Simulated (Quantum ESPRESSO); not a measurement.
**WC in Quantum ESPRESSO: the effect of Hubbard term**

WC:

```
W C
1.0
     0.00000    2.19268    2.19268
     2.19268    0.00000    2.19268
     2.19268    2.19268    0.00000
W C
1 1
Direct
  0.00000 0.00000 0.00000
  0.50000 0.50000 0.50000
```

Measurements of this composition are mostly on another form, of space group No. 187.

Alike in all runs:

| Item | Value |
| --- | --- |
| Program | Quantum ESPRESSO 7.5 |
| Task | projected density of states |
| Functional | PBEsol |
| Potentials or basis | GBRV 1.5 PBEsol |
| Cutoff | 762 eV |
| Density cutoff | 6095 eV |
| k mesh | 10 × 10 × 10 |
| Occupations | fermi-dirac, width 0.05 eV |
| Spin | no spin polarisation |
| Hubbard projectors | ortho-atomic |
| Mixing beta | 0.3 |
| Most SCF iterations | 120 |
| SCF threshold | 4e-10 Ry |
| Dos occupations | tetrahedra_opt |

```csv
Hubbard term,pressure (GPa)
none,-9.5
W d U = 1 eV,-9.3
W d U = 2 eV,-9.1
W d U = 3 eV,-8.9
W d U = 4 eV,-8.6
W d U = 5 eV,-8.4
W d U = 6 eV,-8.1
W d U = 8 eV,?
```

What does the run with Hubbard term W d U = 8 eV give?

Pressure -7.5 GPa.

Worked out: A straight line through the other rows of the pressure, of slope 0.232 GPa per eV, extrapolates to -7.7 GPa, against the run's -7.5.

Caveats: U without spin polarisation on a metal has little footing (some runs); the U is typed as a test and isn't derived for this compound (some runs).
